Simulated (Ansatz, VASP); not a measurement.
One calculation of LaB6, two programs

Contents of INCAR:

```
  PREC = Accurate
  ENCUT = 600
  EDIFF = 1E-6
  ISMEAR = 0
  SIGMA = 0.1
  LREAL = F
  LASPH = T
  NELM = 100
  ALGO = Normal
  ISIF = 3
  LWAVE = F
  LCHARG = F
  IBRION = 2
  NSW = 100
  EDIFFG = -0.05
```

Contents of KPOINTS:

```
Automatic mesh
0
Gamma
  6 6 6
```

Contents of POSCAR:

```
LaB6
1.0
    4.1570000000      0.0000000000      0.0000000000
    0.0000000000      4.1570000000      0.0000000000
    0.0000000000      0.0000000000      4.1570000000
La B
1 6
Direct
    0.0000000000      0.0000000000      0.0000000000
    0.1975000000      0.5000000000      0.5000000000
    0.5000000000      0.1975000000      0.5000000000
    0.8025000000      0.5000000000      0.5000000000
    0.5000000000      0.8025000000      0.5000000000
    0.5000000000      0.5000000000      0.1975000000
    0.5000000000      0.5000000000      0.8025000000
```

Input for Ansatz:

```yaml
crystal:
  lattice:
    - [4.157, 0.0, 0.0]
    - [0.0, 4.157, 0.0]
    - [0.0, 0.0, 4.157]
  atoms:
    - { symbol: La, position: [0.0, 0.0, 0.0] }
    - { symbol: B, position: [0.1975, 0.5, 0.5] }
    - { symbol: B, position: [0.5, 0.1975, 0.5] }
    - { symbol: B, position: [0.8025, 0.5, 0.5] }
    - { symbol: B, position: [0.5, 0.8025, 0.5] }
    - { symbol: B, position: [0.5, 0.5, 0.1975] }
    - { symbol: B, position: [0.5, 0.5, 0.8025] }
basis:
  ecutwfc: 420
kpoints:
  mp_grid: { grid: [6, 6, 6] }
hamiltonian:
  xc: lda
scf:
  occupations: { method: gaussian, width: 0.1 }
output:
  forces: true
  stress: true
  eigenvalues: true
relax:
  adjacent_minimum: "off"
  f_tol: 0.05
  max_steps: 80
  cell: { stress_tol: 0.5 }
```

Alike in both runs: task relaxation of cell and atoms; functional LDA; k mesh 6 × 6 × 6; occupations gaussian, width 0.1 eV; no spin polarisation.

|  | VASP | Ansatz |
| --- | --- | --- |
| version | VASP 6.6.1 | Ansatz 0.2.0 |
| potentials or method | VASP PAW LDA potentials, release 64 (La, B) | scalar-relativistic, plane waves, PAW |
| plane-wave cutoff (eV) | 600 | 420 |
| valence electrons in the cell | 29 | 29 |

|  | VASP | Ansatz | Ansatz less VASP |
| --- | --- | --- | --- |
| gap on the k mesh at the Fermi level, each at its own relaxed structure (eV) | none | none | - |
| relaxed volume (Å³/atom) | 9.85 | 9.82 | -0.024 |
| relaxed cell length with the largest relative difference (Å) | 4.100 | 4.097 | -0.0034 |
| energy change over the relaxation (meV/atom) | -14 | -14 | -0.5 |

A gap of «none» marks a metal or a gap that the smearing closes.

 Spin-orbit coupling is left out, which matters for the levels of La. LDA usually gives volumes a few per cent too small.
